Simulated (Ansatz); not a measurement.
Be2Se: competing structures

Computed with Ansatz 0.2.0, DFT PBE, scalar-relativistic, plane waves, PAW. Settings: cutoff 420 eV, Γ-centred meshes spaced at most about 0.3 Å⁻¹, and about 0.25 Å⁻¹ or finer for metals (2π included), Gaussian smearing. No spin polarisation.

Formation energies are uncorrected and refer to the elements' standard structures at the same level.

All energies are static (0 K, no zero-point motion). The comparison covers the computed candidates alone. The reference form of Se is held partly by dispersion forces, which this level lacks.

Invented guesses were relaxed alike, and ends that match in structure were merged. ΔE counts from the first row. Coordination counts Se atoms around Be (those within 1.25 times the shortest such distance or 1.15 times the sum of covalent radii; the shortest distance is added where it is long for a bond; a slash parts the counts of unlike sites). The ends were matched against large subsets of the Crystallography Open Database and the Materials Project, so a missing match doesn't prove that a structure is unreported.

```tsv
#	reached from	type and space group	atoms	Å³/atom	coordination	ΔE (meV/atom)	gap on mesh (eV)	in databases
1	a relaxed cell, shaken at random and relaxed again	C2/m (No. 12)	6	15.0	Be 2/3	0	0.00	no match
2	a relaxed cell, shaken at random and relaxed again	P3m1 (No. 156)	3	15.3	Be 2/3	253	0.00	no match
3	TbHg2 type (P-3m1)	anti-cadmium iodide, P-3m1 (No. 164)	3	14.0	Be 3	416	0.00	no match
4	ZnPd2 type (P4/mmm)	P4/mmm (No. 123)	6	13.0	Be 2/4/8 from 2.8 Å	505	0.00	no match
5	Cu2Se type (F-43m)	F-43m (No. 216)	3	14.3	Be 4/6 from 2.8 Å	643	0.00	no match
6	TlBi2 type (P6/mmm)	AlB2, P6/mmm (No. 191)	3	13.3	Be 6 from 2.7 Å	726	0.00	no match
7	random cell	P6/mmm (No. 191)	3	13.4	Be 3	811	0.00	no match
8	Sr2Ir type (Fm-3m)	anti-fluorite, Fm-3m (No. 225)	3	15.5	Be 4	869	0.00	no match
```

The lowest: Space group C2/m (No. 12), monoclinic, a = 9.704 Å, b = 3.567 Å, c = 5.911 Å, β = 118.6°. Around Be on its first site lie 3 Be at 2.20–2.31 Å and 3 Se at 2.26–2.33 Å; around Be on its second site lie 5 Be at 2.20–2.31 Å and 2 Se at 2.35–2.41 Å; Se is surrounded by 5 Be at 2.26–2.41 Å. Its energy over the elements is −0.11 eV/atom. Whether it is stable depends on the other phases of the system, which aren't compared here. An observed structure of this formula, if there is one, may be missing.

```
Be Se
1.0
     4.85222   -1.78347    0.00000
     4.85222    1.78347    0.00000
    -2.83118    0.00000    5.18940
Be Se
4 2
Cartesian
  4.7823 0.0000 3.9737
  0.3587 0.0000 2.5686
  2.0910 0.0000 1.2157
  6.5146 0.0000 2.6208
  8.3076 0.0000 1.0084
  -1.4344 0.0000 4.1810
```

The second: Space group P3m1 (No. 156), trigonal, a = 3.409 Å, c = 4.566 Å. Around Be on its first site lie 2 Se at 2.26–2.30 Å and 3 Be at 2.37 Å; Be on its second site is surrounded by 3 Se at 2.20 Å and 3 Be at 2.37 Å; around Se lie 5 Be at 2.20–2.30 Å. Counting Se atoms around Be, the first and the second both have Be 2/3. Shaken at random and relaxed again, row 3 falls into row 1, 0.42 eV/atom lower, so it is a saddle point or a shallow minimum. Shaken at random and relaxed again, row 5 falls into row 2, 0.39 eV/atom lower, so it is a saddle point or a shallow minimum. Cells without such a test can be saddle points. Some candidate types were left out of the draw beforehand, so a known form may be missing.
